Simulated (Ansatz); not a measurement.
# Ag: relaxation of cell and atoms with HSE06

The system is Ag.

```xyz
2
Lattice="2.9300 0.0000 0.0000 -1.4650 2.5375 0.0000 0.0000 0.0000 4.7900" Properties=species:S:1:pos:R:3 pbc="T T T"
Ag    1.4650    0.8458    3.5925
Ag    0.0000    1.6916    1.1975
```

This isn't the form of Ag at room conditions, which is fcc.

| Quantity | Value |
| --- | --- |
| Program | Ansatz 0.2.0 |
| Task | relaxation of cell and atoms |
| Functional | HSE06 |
| Potentials or basis | Ansatz PAW |
| Cutoff | 420 eV (not typed: the program's choice for these potentials) |
| k mesh | 5 × 5 × 3 |
| Occupations | fermi-dirac, width 0.05 eV |
| Spin | no spin polarisation |

```
Relaxed volume                         : 17.62 Å³/atom
Relaxed cell                           : a = 2.905 Å, b = 2.905 Å, c = 4.820 Å, α = 90.00°, β = 90.00°, γ = 120.00°
Space group after relaxing (to 0.05 Å) : P6_3/mmc (No. 194)
Energy gained by relaxing              : 1.7 meV/atom
Ionic steps                            : 5
Pressure after relaxing                : 0.0 GPa
Band gap on the k mesh                 : none (metal or under the smearing width)
```

The path:
```csv
step,energy change (eV),largest force (eV/Å),volume (Å³)
1,0.0000,0.0000,35.61
2,-0.0029,0.0000,34.91
3,-0.0037,0.0000,35.26
4,-0.0038,0.0000,35.23
5,-0.0034,0.0000,35.23
```

Final structure:
```xyz
2
Lattice="2.9052 0.0000 0.0000 -1.4526 2.5160 0.0000 0.0000 0.0000 4.8202" Properties=species:S:1:pos:R:3 pbc="T T T"
Ag    1.4526    0.8387    3.6152
Ag    0.0000    1.6773    1.2051
```

Levels at points of the mesh, in eV from the Fermi level:
| k point | band 16 | band 17 | band 18 | band 19 | band 20 | band 21 | band 22 | band 23 |
| --- | --- | --- | --- | --- | --- | --- | --- | --- |
| (0.00, 0.00, 0.00) | -5.91 | -5.91 | -4.90 | -4.90 | -1.09 | 3.12 | 15.77 | 17.31 |

Run time: 19 s on 1 × NVIDIA H100 80GB HBM3 with 2 threads of AMD EPYC 7R13 Processor (Zen 3) (shared host), peak memory 1.5 GiB.

Caveat: the k mesh is coarse (spacing up to 0.50 Å⁻¹), so the values aren't converged, least of all with exact exchange; the plane-wave basis is chosen anew once the cell has moved, so the energies of steps on either side of that aren't comparable; the PAW data sets come from PBE, with cores solved anew for the run's functional, which leaves a small shift of forces and pressure.
